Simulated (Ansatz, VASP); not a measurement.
**One calculation of Pb, two programs**

Contents of INCAR:

```
SYSTEM = Pb
ALGO = Normal
EDIFF = 1E-6
ENCUT = 520
GGA = PE
ISIF = 2
ISMEAR = -1
IVDW = 12
LASPH = .TRUE.
LCHARG = .FALSE.
LREAL = .FALSE.
LWAVE = .FALSE.
NBANDS = 13
NELM = 60
PREC = Accurate
SIGMA = 0.05
```

The input KPOINTS:

```
k-points
0
G
  9 9 9
  0 0 0
```

POSCAR

```
Pb
1.0
    0.0000000000      2.5075897876      2.5075897876
    2.5075897876      0.0000000000      2.5075897876
    2.5075897876      2.5075897876      0.0000000000
Pb
1
Direct
    0.0000000000      0.0000000000      0.0000000000
```

Contents of input.yaml:

```yaml
crystal:
  lattice:
    - [0.0, 2.5075897876, 2.5075897876]
    - [2.5075897876, 0.0, 2.5075897876]
    - [2.5075897876, 2.5075897876, 0.0]
  atoms:
    - { symbol: Pb, position: [0.0, 0.0, 0.0] }
hamiltonian:
  xc: pbe
  pseudopotentials: { kind: paw }
  dispersion: d3bj
kpoints:
  mp_grid: { grid: [9, 9, 9] }
scf:
  occupations: { method: fermi_dirac, width: 0.05 }
output:
  forces: true
  stress: true
  eigenvalues: true
```

Alike in both runs: task single point; functional PBE; dispersion D3(BJ); k mesh 9 × 9 × 9; occupations fermi-dirac, width 0.05 eV; no spin polarisation.

|  | VASP | Ansatz |
| --- | --- | --- |
| version | VASP 6.6.1 | Ansatz 0.2.0 |
| potentials or method | VASP PAW PBE potentials, release 64 (Pb_d) | Ansatz PAW |
| plane-wave cutoff (eV) | 520 | 420 |
| valence electrons in the cell | 14 | 14 |

|  | VASP | Ansatz | Ansatz less VASP |
| --- | --- | --- | --- |
| gap on the k mesh at the Fermi level (eV) | none | none | - |
| pressure (GPa) | -1.6 | -1.6 | +0.06 |
| dispersion energy (meV/atom) | -393.7 | -393.8 | -0.14 |

A gap of «none» marks a metal or a gap that the smearing closes.

Caveats: pairwise dispersion overbinds metals, which lowers pressure and volume. The runs have no spin-orbit coupling, so splittings on Pb are missing.
